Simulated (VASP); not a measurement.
# Co in VASP: further runs

One sheet, Co, is run at these levels: PBE, PBE+D3; tasks: work function, band structure.

Program: VASP 6.6.1. These are calculated values, not measurements. Logs are shortened: lines on timing, memory, paths and dates and some standing lists are left out, and cuts for length are marked.

### Step 1. Starting point

The cell holds a sheet with vacuum, 1 atom: a = 2.347 Å, b = 2.347 Å, c = 23.800 Å, α = 90.00°, β = 90.00°, γ = 120.00°.

The cell was built by a generator and needn't be a form met in nature.

### Step 2. Work function, PBE, collinear spin, ferromagnetic start

INCAR reads:

```
  ALGO = Normal
  DIPOL = 0.5 0.5 0.294
  EDIFF = 1E-6
  ENCUT = 520
  GGA = PE
  IDIPOL = 3
  ISIF = 2
  ISMEAR = 0
  ISPIN = 2
  LASPH = True
  LCHARG = True
  LDIPOL = True
  LELF = True
  LMAXMIX = 4
  LORBIT = 11
  LREAL = False
  LVACPOTAV = True
  LVHAR = True
  LWAVE = False
  MAGMOM = 2
  NELM = 150
  PREC = Accurate
  SIGMA = 0.05
```

KPOINTS reads:

```
k-points
0
Gamma
  13 13 1
```

POSCAR reads:

```
Co
1.0
    2.3471500000      0.0000000000      0.0000000000
   -1.1735800000      2.0326900000      0.0000000000
    0.0000000000      0.0000000000     23.8000000000
Co
1
Direct
    0.0000000000      0.0000000000      0.2941200000
```

Potentials or basis: VASP PAW PBE potentials, release 64 (Co).

Launch:

```sh
$ cat potpaw_PBE.64/Co/POTCAR > POTCAR
$ mpirun -np 1 vasp_std > vasp.out
```

OUTCAR:

```text
EDIFF = 1E-6
   ENCUT = 520
   GGA = PE
   ISIF = 2
   ISMEAR = 0
   ISPIN = 2
   LASPH = True
   LORBIT = 11
   LREAL = False
   NELM = 150
   PREC = Accurate

 ion  position               nearest neighbor table
   1  0.000  0.000  0.294-

  LATTYP: Found a hexagonal cell.
 ALAT       =     2.3471500000
 C/A-ratio  =    10.1399569691

  Lattice vectors:

 A1 = (   2.3471500000,   0.0000000000,   0.0000000000)
 A2 = (  -1.1735800000,   2.0326900000,   0.0000000000)
 A3 = (   0.0000000000,   0.0000000000,  23.8000000000)

Analysis of symmetry for initial positions (statically):
=====================================================================
 Subroutine PRICEL returns:
 Original cell was already a primitive cell.

 Routine SETGRP: Setting up the symmetry group for a
 hexagonal supercell.

 Subroutine GETGRP returns: Found 24 space group operations
 (whereof 12 operations were pure point group operations)
 out of a pool of 24 trial point group operations.

The static configuration has the point symmetry C_6v.
 The point group associated with its full space group is D_6h.

Analysis of symmetry for dynamics (positions and initial velocities):
=====================================================================
 Subroutine PRICEL returns:
 Original cell was already a primitive cell.

 Routine SETGRP: Setting up the symmetry group for a
 hexagonal supercell.

 Subroutine GETGRP returns: Found 24 space group operations
 (whereof 12 operations were pure point group operations)
 out of a pool of 24 trial point group operations.

The dynamic configuration has the point symmetry C_6v.
 The point group associated with its full space group is D_6h.

Analysis of structural, dynamic, and magnetic symmetry:
=====================================================================
 Subroutine PRICEL returns:
 Original cell was already a primitive cell.

 Routine SETGRP: Setting up the symmetry group for a
 hexagonal supercell.

 Subroutine GETGRP returns: Found 24 space group operations
 (whereof 12 operations were pure point group operations)
 out of a pool of 24 trial point group operations.

The overall configuration has the point symmetry C_6v.
 The point group associated with its full space group is D_6h.

 Subroutine INISYM returns: Found 24 space group operations
 (whereof 12 operations are pure point group operations),
 and found     1 'primitive' translations

----------------------------------------------------------------------------------------

                                     Primitive cell

  volume of cell :     113.5505

  direct lattice vectors                    reciprocal lattice vectors
     2.347150000  0.000000000  0.000000000     0.426048612  0.245980514  0.000000000
    -1.173580000  2.032690000  0.000000000     0.000000000  0.491958931  0.000000000
     0.000000000  0.000000000 23.800000000     0.000000000  0.000000000  0.042016807

  length of vectors
     2.347150000  2.347151178 23.800000000     0.491959178  0.491958931  0.042016807

  position of ions in fractional coordinates (direct lattice)
     0.000000000  0.000000000  0.294120000

  ion indices of the primitive-cell ions
   primitive index   ion index
                 1           1

----------------------------------------------------------------------------------------

 KPOINTS: k-points

Automatic generation of k-mesh.
 Grid dimensions read from file:
 generate k-points for:   13   13    1

 Generating k-lattice:

  Cartesian coordinates                     Fractional coordinates (reciprocal lattice)
     0.032772970  0.018921578  0.000000000     0.076923077  0.000000000  0.000000000
     0.000000000  0.037842995  0.000000000     0.000000000  0.076923077  0.000000000
     0.000000000  0.000000000  0.042016807     0.000000000  0.000000000  1.000000000

  Length of vectors
     0.037843014  0.037842995  0.042016807

  Shift w.r.t. Gamma in fractional coordinates (k-lattice)
     0.000000000  0.000000000  0.000000000

 Subroutine IBZKPT returns following result:
 ===========================================

 Found     21 irreducible k-points:

 Following reciprocal coordinates:
            Coordinates               Weight
  0.000000  0.000000  0.000000      1.000000
  0.076923  0.000000  0.000000      6.000000
  0.153846  0.000000  0.000000      6.000000
  0.230769  0.000000  0.000000      6.000000
  0.307692  0.000000  0.000000      6.000000
  0.384615  0.000000  0.000000      6.000000
[... 13 lines left out ...]
  0.384615  0.230769  0.000000      6.000000
  0.307692  0.307692  0.000000      6.000000
   k-points           NKPTS =     21   k-points in BZ     NKDIM =     21   number of bands    NBANDS=      9
   number of dos      NEDOS =    301   number of ions     NIONS =      1
   total plane-waves  NPLWV =  58320
   dimension x,y,z NGX =    18 NGY =   18 NGZ =  180
   dimension x,y,z NGXF=    36 NGYF=   36 NGZF=  360
   ions per type =               1
   NGX,Y,Z   is equivalent  to a cutoff of  12.75, 12.75, 12.57 a.u.
   NGXF,Y,Z  is equivalent  to a cutoff of  25.50, 25.50, 25.15 a.u.
 SYSTEM =  unknown system
   PREC   = accura    normal or accurate (medium, high low for compatibility)
   ISTART =      0    job   : 0-new  1-cont  2-samecut
   ICHARG =      2    charge: 1-file 2-atom 10-const
   ISPIN  =      2    spin polarized calculation?
   LNONCOLLINEAR =      F non collinear calculations
   LSORBIT =      F    spin-orbit coupling
   LASPH  =      T    aspherical Exc in radial PAW
   ENCUT  =  520.0 eV  38.22 Ry    6.18 a.u.   4.36  4.36 44.25*2*pi/ulx,y,z
   NELM   =    150;   NELMIN=  2; NELMDL= -5     # of ELM steps
   EDIFF  = 0.1E-05   stopping-criterion for ELM
   LREAL  =      F    real-space projection
   EDIFFG = 0.1E-04   stopping-criterion for IOM
   NSW    =      0    number of steps for IOM
   IBRION =     -1    ionic relax: 0-MD 1-quasi-New 2-CG
   NFREE  =      0    steps in history (QN), initial steepest desc. (CG)
   ISIF   =      2    stress and relaxation
   ISYM   =      2    0-nonsym 1-usesym 2-fastsym
   POTIM  = 0.5000    time-step for ionic-motion
   TEBEG  =    0.0;   TEEND  =   0.0 temperature during run
   PSTRESS=    0.0 pullay stress
   NELECT =       9.0000    total number of electrons
   NUPDOWN=      -1.0000    fix difference up-down
   EMIN   =  10.00;   EMAX   =-10.00  energy-range for DOS
   EFERMI =   0.00;   METHOD = LEGACY
   ISMEAR =     0;   SIGMA  =   0.05  broadening in eV -4-tet -1-fermi 0-gaus
   EFERMI_NEDOS =   21; number of points for ismear=-14 and -15
   IALGO  =     38    algorithm
   IMIX   =      4    mixing-type and parameters
     AMIX     =   0.40;   BMIX     =  1.00
     AMIX_MAG =   1.60;   BMIX_MAG =  1.00
  volume/ion in A,a.u.               =     113.55       766.28
  Fermi-wavevector in a.u.,A,eV,Ry     =   0.703222  1.328898  6.728376  0.494522
  Thomas-Fermi vector in A             =   1.788135
   LORBIT       =     11    0 simple, 1 ext, 2 COOP (PROOUT), +10 PAW based schemes
   GGA     = PE    functional components
   LHFCALC =     F    Hartree Fock is set to
   AEXX    =    0.0000 exact exchange contribution
   IVDW    =     0    specifies the selected vdW correction
   LEPSILON=     F    determine dielectric tensor
   LRPA    =     F    only Hartree local field effects (RPA)
 spin polarized calculation
 Gauss-broadening in eV      SIGMA  =   0.05
  energy-cutoff  :      520.00
  volume of cell :      113.55
 maximum number of plane-waves:      3131
 NGX is ok and might be reduce to    18
   NGX =  9   NGY =  9   NGZ = 89

 dipolmoment           0.000000      0.000000      0.000014 electrons x Angstroem

 number of electron       9.0000000 magnetization       1.7219019

 dipolmoment           0.000000      0.000000     -0.000004 electrons x Angstroem

 Free energy of the ion-electron system (eV)
  ---------------------------------------------------
  ext. energy  EPLUGINS =         0.00000000
  ---------------------------------------------------
  free energy    TOTEN  =        -5.63318192 eV

  energy without entropy =       -5.63054674  energy(sigma->0) =       -5.63186433

 E-fermi :  -3.6513     XC(G=0):  -2.0602

 val. band max:       -3.7325526042   @ k =   0.3077   0.0769   0.0000
 cond. band min:      -3.6450609873   @ k =   0.3846   0.0000   0.0000
 fundamental gap:      0.0874916170
 Fermi energy:        -3.6513462142

 spin component 1

 k-point     1 :       0.0000    0.0000    0.0000
  band No.  band energies     occupation
      1     -10.0308      1.00000
      2      -6.5210      1.00000
      3      -6.1152      1.00000
      4      -6.1152      1.00000
      5      -4.8590      1.00000
      6      -4.8590      1.00000
      7      -3.3453      0.00000
      8       1.1382      0.00000
      9       1.6011      0.00000
[... 229 lines left out ...]
 k-point    21 :       0.3077    0.3077    0.0000
  band No.  band energies     occupation
      1      -6.7441      1.00000
      2      -6.6535      1.00000
      3      -6.2533      1.00000
      4      -6.2282      1.00000
      5      -5.3165      1.00000
      6       2.9353      0.00000
      7       5.6411      0.00000
      8       7.0318      0.00000
      9       7.7206      0.00000
 Fermi energy:        -3.6513462142

 spin component 2

 k-point     1 :       0.0000    0.0000    0.0000
  band No.  band energies     occupation
      1      -9.8043      1.00000
      2      -5.0951      1.00000
      3      -4.5157      1.00000
      4      -4.5157      1.00000
      5      -3.4196      0.00000
      6      -2.7009      0.00000
      7      -2.7009      0.00000
      8       1.0529      0.00000
      9       1.4921      0.00000
[... 229 lines left out ...]
 k-point    21 :       0.3077    0.3077    0.0000
  band No.  band energies     occupation
      1      -5.4908      1.00000
      2      -4.9953      1.00000
      3      -4.8804      1.00000
      4      -4.3880      1.00000
      5      -3.3575      0.00000
      6       3.4513      0.00000
      7       6.0630      0.00000
      8       7.5341      0.00000
      9       7.9232      0.00000

------------------------ aborting loop because EDIFF is reached ----------------------------------------

  FORCE on cell =-STRESS in cart. coord.  units (eV):
  Direction    XX          YY          ZZ          XY          YZ          ZX
  --------------------------------------------------------------------------------------
  -------------------------------------------------------------------------------------
  Total       -0.1271243     -0.1271242     -0.0012620      0.0000003     -0.0000000      0.0000000
  in kB       -1.7937023     -1.7936996     -0.0178062      0.0000044     -0.0000000      0.0000000
  external PRESSURE =      -1.2017361 kB  Pullay stress =       0.0000000 kB

 VOLUME and BASIS-vectors are now :
 -----------------------------------------------------------------------------
  energy-cutoff  :      520.00
  volume of cell :      113.55
      direct lattice vectors                 reciprocal lattice vectors
     2.347150000  0.000000000  0.000000000     0.426048612  0.245980514  0.000000000
    -1.173580000  2.032690000  0.000000000     0.000000000  0.491958931  0.000000000
     0.000000000  0.000000000 23.800000000     0.000000000  0.000000000  0.042016807

 POSITION                                       TOTAL-FORCE (eV/Angst)
 -----------------------------------------------------------------------------------
      0.00000      0.00000      7.00006         0.000000     -0.000000     -0.000000
 -----------------------------------------------------------------------------------
    total drift:                                0.000000      0.000000     -0.000059

  FREE ENERGIE OF THE ION-ELECTRON SYSTEM (eV)
  ---------------------------------------------------
  free  energy   TOTEN  =        -5.6331819234 eV

  energy  without entropy=       -5.6305467362  energy(sigma->0) =       -5.63186433

 vacuum level on the upper side and lower side of the slab         1.551         1.551

 total charge

# of ion       s       p       d       tot
------------------------------------------
    1        0.532   0.379   7.225   8.135

 magnetization (x)

# of ion       s       p       d       tot
------------------------------------------
    1       -0.005  -0.049   1.828   1.773
```

It took 39 s on 1 thread of AMD EPYC 9R45 (Zen 5), shared host; peak memory 0.24 GiB.

What came out:

* Free energy: -5.6332 eV
* Band gap on the k mesh: none (metal or under the smearing width)
* Net moment: 1.72 μB per cell
* Site moments: Co +1.77 μB
* Valence electrons inside the program's atomic spheres: Co 8.13
* Work function of the upper face: 5.20 eV
* Work function of the lower face: 5.20 eV

### Step 3. Band structure, PBE+D3, collinear spin, ferromagnetic start

INCAR reads:

```
SYSTEM = Co
PREC     = Accurate       ! precision mode
ENCUT    = 520            ! plane-wave cutoff, eV
EDIFF    = 1E-6           ! SCF threshold, eV
ISMEAR   = 0              ! smearing method
SIGMA    = 0.01           ! smearing width, eV
LREAL    = .False.        ! projectors in reciprocal space
LASPH    = .True.         ! aspherical terms in the spheres
NELM     = 100            ! most SCF steps
ALGO     = Normal         ! electronic algorithm
ISIF     = 2              ! what is computed and relaxed
LWAVE    = .False.        ! write WAVECAR
LCHARG   = .False.        ! write CHGCAR
ISPIN    = 2              ! spin polarisation
MAGMOM   = 2              ! initial moments
LORBIT   = 11             ! projections on sites
LMAXMIX  = 4              ! l up to which the mixer works
LDIPOL   = .True.       
IDIPOL   = 3            
DIPOL    = 0.5 0.5 0.294
GGA      = PE             ! functional
IVDW     = 11             ! dispersion correction
```

KPOINTS reads:

```
regular mesh
0
Gamma
  13 13 1
  0 0 0
```

POSCAR is that of step 2.

KPOINTS_OPT reads:

```
path GMKGALHA,LM,KH
15
line-mode
reciprocal
 0.0000000000  0.0000000000  0.0000000000  G
 0.5000000000  0.0000000000  0.0000000000  M

 0.5000000000  0.0000000000  0.0000000000  M
 0.3333333333  0.3333333333  0.0000000000  K

 0.3333333333  0.3333333333  0.0000000000  K
 0.0000000000  0.0000000000  0.0000000000  G

 0.0000000000  0.0000000000  0.0000000000  G
 0.0000000000  0.0000000000  0.5000000000  A

 0.0000000000  0.0000000000  0.5000000000  A
 0.5000000000  0.0000000000  0.5000000000  L

 0.5000000000  0.0000000000  0.5000000000  L
 0.3333333333  0.3333333333  0.5000000000  H

 0.3333333333  0.3333333333  0.5000000000  H
 0.0000000000  0.0000000000  0.5000000000  A

 0.5000000000  0.0000000000  0.5000000000  L
 0.5000000000  0.0000000000  0.0000000000  M

 0.3333333333  0.3333333333  0.0000000000  K
 0.3333333333  0.3333333333  0.5000000000  H
```

Potentials or basis: VASP PAW PBE potentials, release 64 (Co).

Launch:

```sh
$ cat potpaw_PBE.64/Co/POTCAR > POTCAR
$ mpirun -np 1 vasp_std > vasp.out
```

Wall time 93 s (1 thread of AMD EPYC 9R45 (Zen 5), shared host); peak memory 0.26 GiB.

It converged, with:

| Item | Value |
| --- | --- |
| Free energy | -5.7172 eV |
| Band gap along the path | none (metal or under the smearing width) |
| Net moment | 1.72 μB per cell |
| Site moments | Co +1.77 μB |
| Valence electrons inside the program's atomic spheres | Co 8.13 |
| Dispersion energy per atom | -0.086 eV |

Levels at the corners of the path, in eV from the Fermi level:
Spin up:
| point | band 3 | band 4 | band 5 | band 6 | band 7 | band 8 |
| --- | --- | --- | --- | --- | --- | --- |
| Γ | -2.47 | -2.47 | -1.23 | -1.23 | 0.31 | 4.80 |
| M | -1.66 | -1.64 | -0.16 | 2.62 | 7.75 | 9.22 |
| M | -1.66 | -1.64 | -0.16 | 2.62 | 7.75 | 9.22 |
| K | -2.83 | -2.83 | -1.66 | 8.05 | 8.05 | 10.28 |
| K | -2.83 | -2.83 | -1.66 | 8.05 | 8.05 | 10.28 |
| Γ | -2.47 | -2.47 | -1.23 | -1.23 | 0.31 | 4.80 |
| Γ | -2.47 | -2.47 | -1.23 | -1.23 | 0.31 | 4.80 |
| A | -2.47 | -2.47 | -1.23 | -1.23 | 0.31 | 4.81 |
| A | -2.47 | -2.47 | -1.23 | -1.23 | 0.31 | 4.81 |
| L | -1.66 | -1.64 | -0.16 | 2.62 | 7.75 | 9.22 |
| L | -1.66 | -1.64 | -0.16 | 2.62 | 7.75 | 9.22 |
| H | -2.83 | -2.83 | -1.66 | 8.05 | 8.05 | 10.28 |
| H | -2.83 | -2.83 | -1.66 | 8.05 | 8.05 | 10.28 |
| A | -2.47 | -2.47 | -1.23 | -1.23 | 0.31 | 4.81 |
| L | -1.66 | -1.64 | -0.16 | 2.62 | 7.75 | 9.22 |
| M | -1.66 | -1.64 | -0.16 | 2.62 | 7.75 | 9.22 |
| K | -2.83 | -2.83 | -1.66 | 8.05 | 8.05 | 10.28 |
| H | -2.83 | -2.83 | -1.66 | 8.05 | 8.05 | 10.28 |
Spin down:
| point | band 2 | band 3 | band 4 | band 5 | band 6 | band 7 |
| --- | --- | --- | --- | --- | --- | --- |
| Γ | -1.47 | -0.88 | -0.88 | 0.23 | 0.96 | 0.96 |
| M | -1.98 | 0.20 | 0.49 | 1.67 | 2.56 | 8.43 |
| M | -1.98 | 0.20 | 0.49 | 1.67 | 2.56 | 8.43 |
| K | -1.59 | -0.99 | -0.99 | 0.27 | 8.50 | 8.50 |
| K | -1.59 | -0.99 | -0.99 | 0.27 | 8.50 | 8.50 |
| Γ | -1.47 | -0.88 | -0.88 | 0.23 | 0.96 | 0.96 |
| Γ | -1.47 | -0.88 | -0.88 | 0.23 | 0.96 | 0.96 |
| A | -1.47 | -0.88 | -0.88 | 0.23 | 0.96 | 0.96 |
| A | -1.47 | -0.88 | -0.88 | 0.23 | 0.96 | 0.96 |
| L | -1.98 | 0.20 | 0.49 | 1.67 | 2.56 | 8.43 |
| L | -1.98 | 0.20 | 0.49 | 1.67 | 2.56 | 8.43 |
| H | -1.59 | -0.99 | -0.99 | 0.27 | 8.50 | 8.50 |
| H | -1.59 | -0.99 | -0.99 | 0.27 | 8.50 | 8.50 |
| A | -1.47 | -0.88 | -0.88 | 0.23 | 0.96 | 0.96 |
| L | -1.98 | 0.20 | 0.49 | 1.67 | 2.56 | 8.43 |
| M | -1.98 | 0.20 | 0.49 | 1.67 | 2.56 | 8.43 |
| K | -1.59 | -0.99 | -0.99 | 0.27 | 8.50 | 8.50 |
| H | -1.59 | -0.99 | -0.99 | 0.27 | 8.50 | 8.50 |

### Step 4. For comparison

An earlier run on the cell as given: functional PBE; potentials or basis VASP PAW PBE potentials, release 64 (Co); cutoff 520 eV; k mesh 13 × 13 × 1; occupations fermi-dirac, width 0.05 eV; collinear spin, ferromagnetic start; starting moments [2.0] μB.

* Band gap on the k mesh: none (metal or under the smearing width)
* Net moment: 1.72 μB per cell
* Site moments: Co +1.77 μB
* Valence electrons inside the program's atomic spheres: Co 8.14
* Work function of the upper face: 5.19 eV
* Work function of the lower face: 5.19 eV

### Step 5. Overview

| task | level | smearing | gap on the mesh (eV) | moment (μB) | work function (eV) |
| --- | --- | --- | --- | --- | --- |
| work function | PBE | gaussian 0.05 eV | none | 1.72 | 5.20 |
| band structure | PBE+D3 | gaussian 0.01 eV | - | 1.72 | - |
| single point | PBE | fermi-dirac 0.05 eV | none | 1.72 | 5.19 |

Alike in all rows: potentials or basis VASP PAW PBE potentials, release 64 (Co); spin collinear, ferromagnetic start; cell as given; k mesh 13 × 13 × 1; cutoff (eV) 520.

Total energies depend on the potentials used, so only differences within one code and one set of settings carry meaning.
